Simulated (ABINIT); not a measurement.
CuO:

```
Cu O
1.0
     3.28802    0.00000    0.00000
    -1.64401    2.84751    0.00000
     0.00000    0.00000    5.38502
Cu O
2 2
Direct
  0.66667 0.33333 0.00000
  0.33333 0.66667 0.50000
  0.66667 0.33333 0.62520
  0.33333 0.66667 0.12520
```

Measurements of this composition are mostly on another form, of space group No. 15.

* Program: ABINIT 10.8.3 (patched build)
* Task: single point
* Functional: PBE
* Potentials or basis: JTH PAW PBE v2.0
* Cutoff: 707 eV
* k mesh: 9 × 9 × 5
* Occupations: fermi-dirac, width 0.05 eV
* Spin: no spin polarisation

On this cell: pressure -9.4 GPa; largest force 0.075 eV/Å; band gap on the k mesh none (metal or under the smearing width).

The same run follows on a disturbed copy (atoms moved at random, drawn with an rms of 0.05 Å):

```xyz
4
Lattice="3.2880 0.0000 0.0000 -1.6440 2.8475 0.0000 0.0000 0.0000 5.3850" Properties=species:S:1:pos:R:3 pbc="T T T"
Cu    1.6715    0.9738    0.0016
Cu   -0.0310    1.8811    2.6629
O     1.5967    0.9837    3.3903
O     0.0367    1.9185    0.7107
```

Q: What changes?

A: The energy (extrapolated to zero smearing) moves by +1.2 meV/atom; pressure -9.3 GPa; largest force 0.207 eV/Å; band gap on the k mesh none (metal or under the smearing width).

Forces in eV/Å, atoms in the order of the input:
```
Cu   0.006 -0.015 -0.138
Cu  -0.041  0.083  0.185
O    0.122 -0.089  0.077
O   -0.086  0.022 -0.123
```

Stress tensor (GPa, compression positive):
```
 -9.96  -0.52   0.01
 -0.52 -10.28  -0.13
  0.01  -0.13  -7.74
```

Caveats: the run has no spin polarisation, though such a crystal can be magnetic; semilocal functionals often make such compounds metallic where correlation or magnetic order opens a gap, which also shifts bond lengths.
